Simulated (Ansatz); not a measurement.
The system is Sb.

```
CELL_PARAMETERS angstrom
2.15420 1.24373 3.75800
-2.15420 1.24373 3.75800
0.00000 -2.48746 3.75800
ATOMIC_POSITIONS crystal
Sb 0.76651 0.76651 0.76651
Sb 0.23349 0.23349 0.23349
```

```yaml
Program: Ansatz 0.2.0
Task: relaxation of cell and atoms
Functional: LDA
Potentials_or_basis: all-electron LAPW, scalar-relativistic
Basis_error_allowed: 0.001 eV/atom
k_mesh: 8 × 8 × 8
Occupations: fermi-dirac, width 0.05 eV
Spin: no spin polarisation
```

At the start: volume 30.21 Å³/atom.

Task: Where does the relaxation end?

Result: Over 6 steps the energy falls by 4.6 meV/atom and the volume is 29.23 Å³/atom (-3.2 %); space group R-3m (No. 166, to 0.05 Å).

The path:
```tsv
step	energy change (eV)	largest force (eV/Å)	volume (Å³)
1	0.0000	0.0121	60.41
2	-0.0061	0.1140	58.17
3	-0.0088	0.0361	58.58
4	-0.0093	0.0084	58.50
5	-0.0093	0.0022	58.46
6	-0.0093	0.0022	58.46
```

Final structure:
```yaml
crystal:
  lattice:
    - [2.14848, 1.24043, 3.65585]
    - [-2.14848, 1.24043, 3.65585]
    - [0.00000, -2.48085, 3.65585]
  atoms:
    - { symbol: Sb, position: [0.76450, 0.76450, 0.76450] }
    - { symbol: Sb, position: [0.23550, 0.23550, 0.23550] }
```
